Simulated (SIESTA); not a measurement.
Crystal: Hf.

```
Hf
1.0
    -1.80500    1.80500    1.80500
     1.80500   -1.80500    1.80500
     1.80500    1.80500   -1.80500
Hf
1
Direct
  0.00000 0.00000 0.00000
```

This isn't the form of Hf at room conditions, which is hcp.

* Program: SIESTA 5.4.2
* Task: single point
* Functional: PBE
* Potentials or basis: PseudoDojo 0.4 standard (PBE files)
* Basis: DZP (energy shift 0.003 Ry; two zetas on semicore shells)
* Grid cutoff: 800 Ry
* Energy shift: 0.003 Ry
* k mesh: 10 × 10 × 10
* Occupations: fermi-dirac, width 0.05 eV
* Spin: no spin polarisation

On this cell: pressure -5.2 GPa; band gap on the k mesh none (metal or under the smearing width).

The same run follows on a disturbed copy (cell strained at random at fixed volume):

```xyz
1
Lattice="-1.7354 1.7881 1.8403 1.7684 -1.7611 1.8463 1.7818 1.8075 -1.8133" Properties=species:S:1:pos:R:3 pbc="T T T"
Hf   -0.0019   -0.0364   -0.0241
```

Problem. What changes?

Solution. The energy (extrapolated to zero smearing) moves by +2.2 meV/atom; pressure -5.1 GPa; band gap on the k mesh none (metal or under the smearing width).

Stress tensor (GPa, compression positive):
```
-5.87 -1.23 -0.95
-1.23 -5.22 -0.78
-0.95 -0.78 -4.26
```

Caveats: short orbitals over semicore shells can move pressures by several GPa; the basis of atomic orbitals isn't converged, which shifts pressures, moduli and gaps.
